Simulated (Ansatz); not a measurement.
# Polar MgO (111) films against thickness

Aim: dipole, vacuum step and gap of MgO (111) films by thickness.

Method: plane-wave DFT, PBE, Ansatz PAW, in Ansatz 0.2.0.

**1. Starting point**

The cell holds 2 atoms: 1 Mg and 1 O. Cell: a = 2.977 Å, b = 2.977 Å, c = 19.215 Å, α = 90.0°, β = 90.0°, γ = 120.0°. It derives from MgO (rocksalt MgO). Vacuum lies along c.

**2. Relaxing the film, 2 atoms, units 1**

The structure is relaxed first, because levels and dipoles at a surface follow the positions of the outer atoms.

Input file input.yaml:

```yaml
crystal:
  lattice:
    - [2.97691955, 0.0, 0.0]
    - [-1.48845977, 2.57808795, 0.0]
    - [0.0, 0.0, 19.2153223166]
  atoms:
    - { symbol: Mg, position: [0.66666667, 0.33333333, 0.4683762183] }
    - { symbol: O, position: [0.0, 0.0, 0.5316237817] }
kpoints:
  mp_grid: { grid: [12, 12, 1] }
hamiltonian:
  xc: pbe
scf:
  occupations: { method: fermi_dirac, width: 0.03 }
  convergence: { dr2_threshold: 1.0e-09 }
efield:
  axis: 3
  dipole_correction: true
  ramp_position: 0.97
  ramp_width: 0.06
relax:
  f_tol: 0.01
  max_steps: 100
output:
  write_potential: true
  write_density: true
  volumetric_format: npy
```

The run is started by

```bash
$ ansatz run input.yaml --threads 4 --pin off --max-ram 6144MiB --backend cpu --events-out ev --progress --plain --runs-dir out
```

Numbers of over 12 decimals in the logs are rounded to 6 here.

What it wrote:

```text
Engine: ansatz 0.2.0, aarch64-unknown-linux-gnu
Pseudopotentials: kind: paw
Pseudopotential: Mg, paw, valence charge 10, recommended cutoff 420 eV (normal), Mg.paw.azcp
Pseudopotential: O, paw, valence charge 6, recommended cutoff 420 eV (normal), O.paw.azcp
Functional definition: PBE
  parameter kappa = 0.804
  parameter beta = 0.066725
  exchange = pbe_x(kappa = kappa, mu = beta*pi^2/3)
  correlation = pbe_c(beta = beta)
Crystal: 2 atoms, lattice volume = 147.473 Å³
Basis set: ecut = 420 eV, 2825 PW (Γ), exchange–correlation on 40×40×270 points (8 copies of the dense FFT grid, shifted against one another)
Bands: 12, of which v1, the nominal top of the filled ones, is band 8 counted from 1 (7 counted from 0)
Symmetry: 6 space group operations
Space group: P3m1 (ITA 156), of the structure as read, at distance tolerance 5.3e-5 Å
k-points: 19 of 144 (time reversal used)
Non-local potential: Mg, projectors of the file, l = 0: 3, l = 1: 2, l = 2: 1
Non-local potential: O, projectors of the file, l = 0: 2, l = 1: 2, l = 2: 1
PAW form: soft (Blöchl's): semilocal exchange-correlation on the pseudo side does not see the compensation charge
PAW one-centre angular grid: Mg, 110 points (default); XC on 64 Gauss nodes
PAW one-centre angular grid: O, 110 points (default); XC on 64 Gauss nodes
Initial density: superposition of atomic densities (neutral atoms: chi_scale 0, normalization atom), corrected by the library's trained network
Initial wavefunctions: pseudopotential atomic-orbital guess
Functional: x = pbe(κ = 0.804, μ = 0.219515), c = pbe(β = 0.066725)
SCF iter   1: F=—  HF=-2489.955384 eV  |F-HF|=—  |Δ(HF+E_count)|=         —  Δρ=2.30e-3  dr2=3.06e-2  ethr=1.77e-3  p=-0.237 e·Å  D=-2.90e-1 V/Å  ΔV_dip=5.58 eV  dr2_dipole=3.60e-3  V_vac-E_F(+/−)=9.15/3.57 eV  ⟨swp⟩=8.8  Hψ=1822  notcnv=0
efield: sawtooth ramp at fractional position 0.9700 (set: `efield.ramp_position`, or a place that a band, a saddle search or an elastic batch's reference lends), width 0.0600; the density the first Hamiltonian is built on has a dipole p = -0.237 e·Å; the dipole correction subtracts the counter field D = -2.90e-1 V/Å, which shifts the + side's vacuum level by +5.58 eV against the − side's; the planar-averaged density in the ramp window peaks in size at 3.8e-6 e/Å³
preconditioner: auto → LDOS  [metal: Δε(μ)=0.052 eV  Ē_g=10.291 eV  σ=0.030 eV  W_gap=0.40  n_scr=10 (ndim 8)  ℏωp=8.6 eV  f_vac=0.723  D(μ)=2.14/eV (n_scr^D=8)  β→1.0]
SCF iter   2: F=—  HF=-2489.955737 eV  |F-HF|=—  |Δ(HF+E_count)|=   3.53e-4  Δρ=1.52e-3  dr2=6.94e-3  ethr=1.91e-4  p=-0.232 e·Å  D=-2.85e-1 V/Å  ΔV_dip=5.47 eV  dr2_dipole=5.05e-4  V_vac-E_F(+/−)=9.05/3.58 eV  ⟨swp⟩=3.1  Hψ=524  notcnv=0
SCF iter   3: F=—  HF=-2489.955440 eV  |F-HF|=—  |Δ(HF+E_count)|=   2.97e-4  Δρ=4.33e-4  dr2=1.28e-3  ethr=4.34e-5  p=-0.231 e·Å  D=-2.83e-1 V/Å  ΔV_dip=5.44 eV  dr2_dipole=2.62e-4  V_vac-E_F(+/−)=9.03/3.60 eV  ⟨swp⟩=2.1  Hψ=336  notcnv=0
SCF iter   4: F=—  HF=-2489.955504 eV  |F-HF|=—  |Δ(HF+E_count)|=   6.43e-5  Δρ=2.07e-4  dr2=2.00e-4  ethr=8.01e-6  p=-0.232 e·Å  D=-2.85e-1 V/Å  ΔV_dip=5.48 eV  dr2_dipole=3.46e-5  V_vac-E_F(+/−)=9.04/3.56 eV  ⟨swp⟩=2.0  Hψ=298  notcnv=0
SCF iter   5: F=—  HF=-2489.955500 eV  |F-HF|=—  |Δ(HF+E_count)|=   3.91e-6  Δρ=7.38e-5  dr2=1.46e-5  ethr=1.25e-6  p=-0.233 e·Å  D=-2.86e-1 V/Å  ΔV_dip=5.49 eV  dr2_dipole=3.35e-6  V_vac-E_F(+/−)=9.04/3.55 eV  ⟨swp⟩=2.0  Hψ=359  notcnv=0
SCF iter   6: F=—  HF=-2489.955498 eV  |F-HF|=—  |Δ(HF+E_count)|=   2.51e-6  Δρ=1.26e-5  dr2=2.80e-7  ethr=9.11e-8  p=-0.233 e·Å  D=-2.86e-1 V/Å  ΔV_dip=5.50 eV  dr2_dipole=1.88e-8  V_vac-E_F(+/−)=9.04/3.54 eV  ⟨swp⟩=1.8  Hψ=319  notcnv=0
SCF iter   7: F=—  HF=-2489.955497 eV  |F-HF|=—  |Δ(HF+E_count)|=   8.82e-7  Δρ=3.60e-6  dr2=2.39e-8  ethr=1.75e-9  p=-0.233 e·Å  D=-2.86e-1 V/Å  ΔV_dip=5.50 eV  dr2_dipole=6.48e-11  V_vac-E_F(+/−)=9.04/3.54 eV  ⟨swp⟩=2.7  Hψ=406  notcnv=0
SCF iter   8: F=—  HF=-2489.955497 eV  |F-HF|=—  |Δ(HF+E_count)|=   2.63e-8  Δρ=8.44e-7  dr2=1.02e-9  ethr=1.49e-10  p=-0.233 e·Å  D=-2.86e-1 V/Å  ΔV_dip=5.50 eV  dr2_dipole=3.68e-11  V_vac-E_F(+/−)=9.04/3.53 eV  ⟨swp⟩=2.0  Hψ=367  notcnv=0
SCF iter   9: F=-2489.955497 eV  HF=-2489.955497 eV  |F-HF|=7.24e-10  |Δ(HF+E_count)|=   6.54e-9  Δρ=2.08e-7  dr2=4.85e-11  ethr=6.25e-12  p=-0.233 e·Å  D=-2.86e-1 V/Å  ΔV_dip=5.50 eV  dr2_dipole=4.25e-13  V_vac-E_F(+/−)=9.04/3.53 eV  ⟨swp⟩=8.8  Hψ=1190  notcnv=0
SCF 1 converged in 9 iterations: F = -2489.955497 eV  dr2 = 4.85e-11
  greatest PAW one-centre occupation: 1.000 electrons in one spin orbital (limit 2), on the Mg atom at site 0 (counted from 0), in its partial waves of l = 0
relax step   1: F+E_penalty+E_count = -2489.95549683 eV  Δ(F+E_penalty+E_count) = +0.000e0 eV  max|allowed force component| = 4.048e0 eV/Å  Δτ_max = 0.0000 Å  (9 SCF iters, accepted)
Initial density: handed on by an earlier stage of this run
Initial wavefunctions: those handed on with the density
SCF iter   1: F=—  HF=-2491.134909 eV  |F-HF|=—  |Δ(HF+E_count)|=         —  Δρ=2.21e-2  dr2=1.01e0  ethr=3.10e-3  p=-0.233 e·Å  D=-2.86e-1 V/Å  ΔV_dip=5.50 eV  dr2_dipole=7.68e-2  V_vac-E_F(+/−)=9.79/4.28 eV  ⟨swp⟩=5.6  Hψ=1250  notcnv=0
efield: sawtooth ramp at fractional position 0.9700 (set: `efield.ramp_position`, or a place that a band, a saddle search or an elastic batch's reference lends), width 0.0600; the density the first Hamiltonian is built on has a dipole p = -0.233 e·Å; the dipole correction subtracts the counter field D = -2.86e-1 V/Å, which shifts the + side's vacuum level by +5.50 eV against the − side's; the planar-averaged density in the ramp window peaks in size at 2.4e-6 e/Å³
preconditioner: auto → none  [insulator: Δε(μ)=0.550 eV  Ē_g=11.231 eV  σ=0.030 eV  W_gap=1.00  n_scr=10 (ndim 8)  ℏωp=8.6 eV  f_vac=0.737  D(μ)=0.00/eV (n_scr^D=0)  ε∞_Penn≈1.6]
SCF iter   2: F=—  HF=-2492.592027 eV  |F-HF|=—  |Δ(HF+E_count)|=    1.46e0  Δρ=6.93e-2  dr2=2.68e1  ethr=3.10e-3  p=-0.410 e·Å  D=-5.04e-1 V/Å  ΔV_dip=9.68 eV  dr2_dipole=6.28e0  V_vac-E_F(+/−)=9.34/-0.34 eV  ⟨swp⟩=3.1  Hψ=603  notcnv=0  defer=2  recentre
preconditioner: auto → LDOS  [metal: Δε(μ)=0.042 eV  Ē_g=8.009 eV  σ=0.030 eV  W_gap=0.32  n_scr=10 (ndim 8)  ℏωp=8.6 eV  f_vac=0.755  D(μ)=3.44/eV (n_scr^D=12)  β→1.0]
SCF iter   3: F=—  HF=-2491.041118 eV  |F-HF|=—  |Δ(HF+E_count)|=    1.55e0  Δρ=1.54e-2  dr2=5.16e-1  ethr=3.10e-3  p=-0.240 e·Å  D=-2.94e-1 V/Å  ΔV_dip=5.65 eV  dr2_dipole=4.12e-2  V_vac-E_F(+/−)=9.61/3.96 eV  ⟨swp⟩=2.8  Hψ=635  notcnv=0
[...]
SCF iter   5: F=—  HF=-2491.953881 eV  |F-HF|=—  |Δ(HF+E_count)|=   1.62e-3  Δρ=1.02e-3  dr2=2.56e-3  ethr=1.34e-4  p=-0.224 e·Å  D=-2.74e-1 V/Å  ΔV_dip=5.27 eV  dr2_dipole=3.42e-4  V_vac-E_F(+/−)=7.67/2.39 eV  ⟨swp⟩=2.7  Hψ=393  notcnv=0
SCF iter   6: F=—  HF=-2491.953518 eV  |F-HF|=—  |Δ(HF+E_count)|=   3.63e-4  Δρ=3.50e-4  dr2=3.20e-4  ethr=1.60e-5  p=-0.221 e·Å  D=-2.71e-1 V/Å  ΔV_dip=5.20 eV  dr2_dipole=4.43e-5  V_vac-E_F(+/−)=7.64/2.44 eV  ⟨swp⟩=1.9  Hψ=301  notcnv=0
SCF iter   7: F=—  HF=-2491.953464 eV  |F-HF|=—  |Δ(HF+E_count)|=   5.35e-5  Δρ=6.56e-5  dr2=1.26e-5  ethr=2.00e-6  p=-0.219 e·Å  D=-2.69e-1 V/Å  ΔV_dip=5.16 eV  dr2_dipole=1.66e-6  V_vac-E_F(+/−)=7.63/2.47 eV  ⟨swp⟩=1.9  Hψ=257  notcnv=0
SCF iter   8: F=—  HF=-2491.953493 eV  |F-HF|=—  |Δ(HF+E_count)|=   2.83e-5  Δρ=1.15e-5  dr2=5.38e-7  ethr=7.87e-8  p=-0.219 e·Å  D=-2.68e-1 V/Å  ΔV_dip=5.16 eV  dr2_dipole=7.94e-8  V_vac-E_F(+/−)=7.63/2.48 eV  ⟨swp⟩=1.9  Hψ=270  notcnv=0
SCF iter   9: F=—  HF=-2491.953491 eV  |F-HF|=—  |Δ(HF+E_count)|=   1.29e-6  Δρ=7.98e-7  dr2=5.47e-10  ethr=6.25e-12  p=-0.219 e·Å  D=-2.68e-1 V/Å  ΔV_dip=5.15 eV  dr2_dipole=3.63e-12  V_vac-E_F(+/−)=7.63/2.48 eV  ⟨swp⟩=8.8  Hψ=1486  notcnv=0
SCF iter  10: F=-2491.953491 eV  HF=-2491.953491 eV  |F-HF|=1.45e-10  |Δ(HF+E_count)|=  2.79e-10  Δρ=3.03e-7  dr2=1.67e-10  ethr=3.42e-12  p=-0.219 e·Å  D=-2.68e-1 V/Å  ΔV_dip=5.15 eV  dr2_dipole=6.41e-12  V_vac-E_F(+/−)=7.63/2.48 eV  ⟨swp⟩=5.9  Hψ=1230  notcnv=0
SCF 3 converged in 10 iterations: F = -2491.953491 eV  dr2 = 1.67e-10
  greatest PAW one-centre occupation: 1.000 electrons in one spin orbital (limit 2), on the Mg atom at site 0 (counted from 0), in its partial waves of l = 1
relax step   3: F+E_penalty+E_count = -2491.95349125 eV  Δ(F+E_penalty+E_count) = -1.011e0 eV  max|allowed force component| = 1.489e0 eV/Å  Δτ_max = 0.1950 Å  (10 SCF iters, accepted)
[...]
relax step   4: F+E_penalty+E_count = -2492.17098586 eV  Δ(F+E_penalty+E_count) = -2.175e-1 eV  max|allowed force component| = 5.755e-1 eV/Å  Δτ_max = 0.1096 Å  (8 SCF iters, accepted)
[...]
relax step   5: F+E_penalty+E_count = -2492.24839057 eV  Δ(F+E_penalty+E_count) = -7.740e-2 eV  max|allowed force component| = 2.632e-2 eV/Å  Δτ_max = 0.1600 Å  (9 SCF iters, accepted)
SCF iter   1: F=—  HF=-2492.250491 eV  |F-HF|=—  |Δ(HF+E_count)|=         —  Δρ=9.56e-4  dr2=4.95e-3  ethr=2.85e-4  p=-0.015 e·Å  D=-1.84e-2 V/Å  ΔV_dip=0.35 eV  dr2_dipole=8.41e-4  V_vac-E_F(+/−)=3.90/3.55 eV  ⟨swp⟩=2.9  Hψ=731  notcnv=0
efield: sawtooth ramp at fractional position 0.9700 (set: `efield.ramp_position`, or a place that a band, a saddle search or an elastic batch's reference lends), width 0.0600; the density the first Hamiltonian is built on has a dipole p = -0.015 e·Å; the dipole correction subtracts the counter field D = -1.84e-2 V/Å, which shifts the + side's vacuum level by +0.35 eV against the − side's; the planar-averaged density in the ramp window peaks in size at 3.3e-6 e/Å³
preconditioner: auto → none  [insulator: Δε(μ)=4.011 eV  Ē_g=12.633 eV  σ=0.030 eV  W_gap=1.00  n_scr=10 (ndim 8)  ℏωp=8.6 eV  f_vac=0.797  D(μ)=0.00/eV (n_scr^D=0)  ε∞_Penn≈1.5]
SCF iter   2: F=—  HF=-2492.248946 eV  |F-HF|=—  |Δ(HF+E_count)|=   1.55e-3  Δρ=4.52e-4  dr2=8.08e-4  ethr=3.09e-5  p=0.004 e·Å  D=4.33e-3 V/Å  ΔV_dip=-0.08 eV  dr2_dipole=1.11e-4  V_vac-E_F(+/−)=3.67/3.76 eV  ⟨swp⟩=2.7  Hψ=533  notcnv=0
SCF iter   3: F=—  HF=-2492.248690 eV  |F-HF|=—  |Δ(HF+E_count)|=   2.56e-4  Δρ=2.21e-4  dr2=2.22e-5  ethr=5.05e-6  p=-0.001 e·Å  D=-1.72e-3 V/Å  ΔV_dip=0.03 eV  dr2_dipole=3.66e-7  V_vac-E_F(+/−)=3.74/3.70 eV  ⟨swp⟩=2.1  Hψ=350  notcnv=0
SCF iter   4: F=—  HF=-2492.248785 eV  |F-HF|=—  |Δ(HF+E_count)|=   9.53e-5  Δρ=4.58e-5  dr2=2.34e-6  ethr=1.39e-7  p=-0.001 e·Å  D=-9.65e-4 V/Å  ΔV_dip=0.02 eV  dr2_dipole=6.33e-10  V_vac-E_F(+/−)=3.73/3.71 eV  ⟨swp⟩=2.0  Hψ=304  notcnv=0
SCF iter   5: F=—  HF=-2492.248784 eV  |F-HF|=—  |Δ(HF+E_count)|=   1.38e-6  Δρ=1.84e-5  dr2=3.18e-7  ethr=1.46e-8  p=-0.001 e·Å  D=-9.36e-4 V/Å  ΔV_dip=0.02 eV  dr2_dipole=1.64e-12  V_vac-E_F(+/−)=3.73/3.71 eV  ⟨swp⟩=2.0  Hψ=304  notcnv=0
SCF iter   6: F=—  HF=-2492.248785 eV  |F-HF|=—  |Δ(HF+E_count)|=   1.11e-6  Δρ=3.48e-6  dr2=9.68e-9  ethr=1.99e-9  p=-0.001 e·Å  D=-9.17e-4 V/Å  ΔV_dip=0.02 eV  dr2_dipole=6.71e-10  V_vac-E_F(+/−)=3.73/3.71 eV  ⟨swp⟩=2.0  Hψ=296  notcnv=0
SCF iter   7: F=-2492.248785 eV  HF=-2492.248785 eV  |F-HF|=6.24e-10  |Δ(HF+E_count)|=   1.10e-8  Δρ=7.48e-7  dr2=4.43e-10  ethr=6.25e-12  p=-0.001 e·Å  D=-8.99e-4 V/Å  ΔV_dip=0.02 eV  dr2_dipole=1.74e-11  V_vac-E_F(+/−)=3.73/3.71 eV  ⟨swp⟩=8.1  Hψ=1170  notcnv=0
SCF 6 converged in 7 iterations: F = -2492.248785 eV  dr2 = 4.43e-10
relax step   6: F+E_penalty+E_count = -2492.24878509 eV  Δ(F+E_penalty+E_count) = -3.945e-4 eV  max|allowed force component| = 1.271e-3 eV/Å  Δτ_max = 0.0143 Å  (7 SCF iters, accepted)
NSCF: frozen V_eff on 19 k-points
the band table was solved once a step of the walk had ended and its energy, with any forces and stress, was formed, with the checks that follow a solve (1971 applications of the Hamiltonian). They found nothing against the state; the energy, forces and stress were not computed again (output.eigenvalues in the input reference)
WARN: The output density's exchange-correlation potential varies sharply where the density is thin. Do not read a vacuum level from v_tot or v_xc, or from such a field of the output density. On a cell that repeats whose density bears no net charge and no dipole along the vacuum's axis use v_es (v_loc + v_h of the components); under efield.dipole_correction with no amplitude use v_es + v_field, which holds any externa [...]
SCF converged after 7 iterations
Free energy (F): -2492.248785 eV
Harris-Foulkes:  -2492.248785 eV  (|F-HF|=6.24e-10)
Internal energy: -2492.248785 eV  (E = F + TS)
E sigma→0 (E₀):  -2492.248785 eV
Fermi energy:    -2.106983 eV
Dipole field:    D = -0.000893 V/Å  (p = -0.000728 e·Å, saw-weighted, corrected)
Work function:   Φ+ = 3.7269 eV   Φ− = 3.7098 eV
Levels:          The Fermi level and band energies are counted from a zero that moves with the ramp; work functions are not
--- Per-component energies (eV) ---
  E_band       = -465.406204
  E_kinetic    = 260.069050
  E_local      = -10006.512750  (includes V_loc(G=0)·N_el)
  E_nonlocal   = 144.239437
  E_hartree    = 4665.605194
  E_xc         = -105.970394
  E_vxc        = -135.728947  (∫ρ·V_xc dr)
  E_paw        = -448.714901  (= ΣΔE_a)
  E_vpaw       = -58.685432  (= ΣTr[D̂ρ^β])
  E_aug_tail   = 0.002555  (compensation charges beyond the density's cutoff)
  E_efield     = 0.000000  (sawtooth field / dipole correction)
  E_vefield    = -0.000002  (∫n·V_field dr)
  E_ewald      = 2999.033024
  E_smearing   = -0.000000  (= −TS)
  E_closure    = -0.000000  (closes the sum)
  Σ components = -2492.248785   (vs F -2492.248785, Δ=0.00e0)
--- Forces (eV/Å), atoms counted from 1 ---
  atom   1  Mg    -0.00000000     0.00000000     0.00124252
  atom   2  O     -0.00000000    -0.00000000    -0.00129926
  max |Σ_I F_I| component: 5.67e-5 eV/Å
--- Band table (eV; the first three rows and the last of 19) ---
  k-point 0: bands = [... 4 lower, -19.8431, -5.4519, -4.1566, -4.1566, -0.1414, 1.1800, 1.6915, 2.6126]
  k-point 1: bands = [... 4 lower, -19.7892, -5.3858, -4.3794, -4.1649, 0.0725, 1.3128, 1.8529, 2.7520]
  k-point 2: bands = [... 4 lower, -19.6395, -5.1992, -4.9164, -4.1871, 0.6449, 1.7043, 2.3330, 3.1687]
  k-point 18: bands = [... 4 lower, -18.8846, -5.8329, -5.5163, -4.1673, 6.1379, 6.4210, 6.6906, 6.7532]
--- Relaxed structure (6 steps of the walk, 6 accepted, 0 SCFs on fresh bases) ---
  F+E_penalty+E_count = -2492.24878509 eV   max|allowed force component| = 1.271e-3 eV/Å
  atoms:
    - { symbol: Mg, position: [0.666667, 0.333333, 0.499962] }
    - { symbol: O, position: [-1.679683858669124e-17, -1.8503717016602534e-17, 0.500038] }
```

Elapsed: 7 s, on 4 threads of Arm Neoverse V1, shared host; peak memory 0.39 GiB; 24 s of CPU time.

Relaxation path:

```csv
step,energy less that of the first step (eV),largest force component (eV/Å)
1,0.0000,4.0481
2,-0.9869,3.5663
3,-1.9980,1.4892
4,-2.2155,0.5755
5,-2.2929,0.0263
6,-2.2933,0.0013
```

The run keeps the 6 symmetry operations that it works with, so distortions that break them were not tested.

The atoms that moved most (Å):

```csv
atom,dx,dy,dz,length
Mg1,0.000,0.000,0.607,0.607
O2,0.000,0.000,-0.607,0.607
```

The relaxed structure:

```cif
data_structure
_symmetry_space_group_name_H-M 'P 1'
_symmetry_Int_Tables_number 1
_cell_length_a 2.9769
_cell_length_b 2.9769
_cell_length_c 19.2153
_cell_angle_alpha 90.000
_cell_angle_beta 90.000
_cell_angle_gamma 120.000
_cell_volume 147.47
loop_
_atom_site_label
_atom_site_type_symbol
_atom_site_fract_x
_atom_site_fract_y
_atom_site_fract_z
_atom_site_occupancy
Mg1 Mg 0.66667 0.33333 0.49996 1
O2 O 0.00000 0.00000 0.50004 1
```

This step gave:

```yaml
gap_on_the_k_mesh: 4.015 eV
dipole_along_the_normal: -7.28e-4 e·Å
ionisation_energy_upper_face: 5.777 eV
electron_affinity_upper_face: 1.761 eV
```

Running mean over 2.431 Å of the planar mean; the ramp of the sawtooth is left out. Table of electron's electrostatic potential energy less the Fermi level by z:

z (Å), electron's electrostatic potential energy less the Fermi level (eV) and a bar from the least value:
```
     2.85       3.71 ##############################
     3.27       3.71 ##############################
     3.56       3.71 ##############################
     3.99       3.71 ##############################
     4.27       3.71 ##############################
     4.70       3.71 ##############################
     4.98       3.71 ##############################
     5.41       3.71 ##############################
     5.84       3.71 ##############################
     6.12       3.70 ##############################
     6.55       3.68 ##############################
     6.83       3.65 ##############################
     7.26       3.52 #############################
     7.54       3.28 #############################
     7.97       2.08 #########################
     8.40      -1.21 ##############
     8.68      -3.59 #######
     9.11      -5.38 #
     9.39      -5.68 
     9.82      -5.67 
    10.11      -5.37 #
    10.53      -3.57 #######
    10.82      -1.19 ##############
    11.24       2.10 #########################
    11.67       3.30 #############################
    11.96       3.54 #############################
    12.38       3.67 ##############################
    12.67       3.70 ##############################
    13.09       3.72 ##############################
    13.38       3.72 ##############################
    13.81       3.73 ##############################
    14.23       3.73 ##############################
    14.52       3.73 ##############################
    14.95       3.73 ##############################
    15.23       3.73 ##############################
    15.66       3.73 ##############################
    15.94       3.73 ##############################
    16.37       3.73 ##############################
```

The relaxation took 6 steps and lowered the energy by 2.3 eV; the largest force on the free atoms ends at 0.0013 eV/Å.

The gap is 4.02 eV, with the valence edge 5.78 eV and the conduction edge 1.76 eV under the upper vacuum level.

[end of part 1 of 5]

[Logs are printed without paths, hosts, clocks, repeated set-up lines and the standing remarks that a program may print on its own settings, such as how far it seeks lower states.]

[Hosts, paths, dates, database ids (printed as entryN), source tags and the programs' standing remarks are cut or masked in the printed files.]

[Maps of the electrostatic potential energy from Ansatz leave out the sawtooth potential of an applied field or a dipole correction, so their vacuum need not be flat; planar profiles and work functions include it.]
